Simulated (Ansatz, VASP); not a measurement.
# One calculation of C, two programs

```
C
1.0
     4.83459    0.00000    0.00000
    -2.41729    4.18687    0.00000
     0.00000    0.00000    1.25900
C
3
Direct
  0.00000 0.00000 0.00000
  0.33333 0.66667 0.50000
  0.66667 0.33333 0.50000
```

Alike in both runs: functional LDA; k mesh 11 × 11 × 16; occupations fermi-dirac, width 0.1 eV; no spin polarisation.

Ansatz relaxed the structure, and its values are those at the end. VASP's run is a single point on that final structure, the one shown.

```csv
,VASP,Ansatz
version,VASP 6.6.1,Ansatz 0.2.0
potentials or method,"VASP PAW LDA potentials, release 64 (C)","PAW with Ansatz's default frozen-core files, scalar-relativistic"
plane-wave cutoff (eV),520,420
valence electrons in the cell,12,12
```

VASP gave:

```
pressure (GPa) : 23.9
```

Task: Which values does Ansatz return?

Result: Pressure (GPa): 24.0.

Caveats: so large a pressure means that the cell lies far from this level's equilibrium, or that cutoff or potentials fall short (VASP).
